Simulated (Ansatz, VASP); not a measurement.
## Two plane-wave programs on S

```
S
1.0
     0.00000    1.99435    1.99435
     2.01429    0.00000    1.99435
     2.01429    1.99435    0.00000
S
1
Direct
  0.00000 0.00000 0.00000
```

Change from the starting cell: strain +0.0100 x Voigt [1, 0, 0, 0, 0, 0], atoms carried along.

Alike in both runs: task single point; functional PBE; dispersion D3(BJ); k mesh 20 × 20 × 20; occupations gaussian, width 0.15 eV; no spin polarisation.

|  | VASP | Ansatz |
| --- | --- | --- |
| version | VASP 6.6.1 | Ansatz 0.2.0 |
| potentials or method | VASP PAW PBE potentials, release 64 (S) | scalar-relativistic, plane waves, PAW |
| plane-wave cutoff (eV) | 520 | 420 |
| valence electrons in the cell | 6 | 6 |

```tsv
	VASP	Ansatz	Ansatz less VASP
gap on the k mesh at the Fermi level (eV)	none	none	-
pressure (GPa)	-4.7	-4.6	+0.14
largest component of the traceless stress (GPa)	0.61	0.61	+0.001
```

A gap of «none» marks a metal or a gap that the smearing closes.

Caveats: pairwise dispersion overbinds metals, which lowers pressure and volume.
